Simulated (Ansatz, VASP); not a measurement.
# La4H in VASP and in Ansatz

```
La H
1.0
    -3.29301    3.29301    3.29301
     3.29301   -3.29301    3.29301
     3.29301    3.29301   -3.29301
La H
4 1
Direct
  0.50000 0.50000 0.50000
  0.00000 0.00000 0.50000
  0.00000 0.50000 0.00000
  0.50000 0.00000 0.00000
  0.00000 0.00000 0.00000
```

Alike in both runs: functional PBE; k mesh 8 × 8 × 8; occupations gaussian, width 0.1 eV; no spin polarisation.

Ansatz relaxed the structure, and its values are those at the end. VASP's run is a single point on that final structure, the one shown.

|  | VASP | Ansatz |
| --- | --- | --- |
| version | VASP 6.6.1 | Ansatz 0.2.0 |
| potentials or method | VASP PAW PBE potentials, release 64 (La, H) | scalar-relativistic, plane waves, PAW |
| plane-wave cutoff (eV) | 520 | 420 |
| valence electrons in the cell | 45 | 45 |

|  | VASP | Ansatz | Ansatz less VASP |
| --- | --- | --- | --- |
| gap on the k mesh at the Fermi level (eV) | none | none | - |
| pressure (GPa) | 0.0 | 0.0 | -0.01 |

A gap of «none» marks a metal or a gap that the smearing closes. With one functional, cell and mesh, what is left measures potentials, basis and numerics.

The runs have no spin-orbit coupling, so splittings on La are missing.
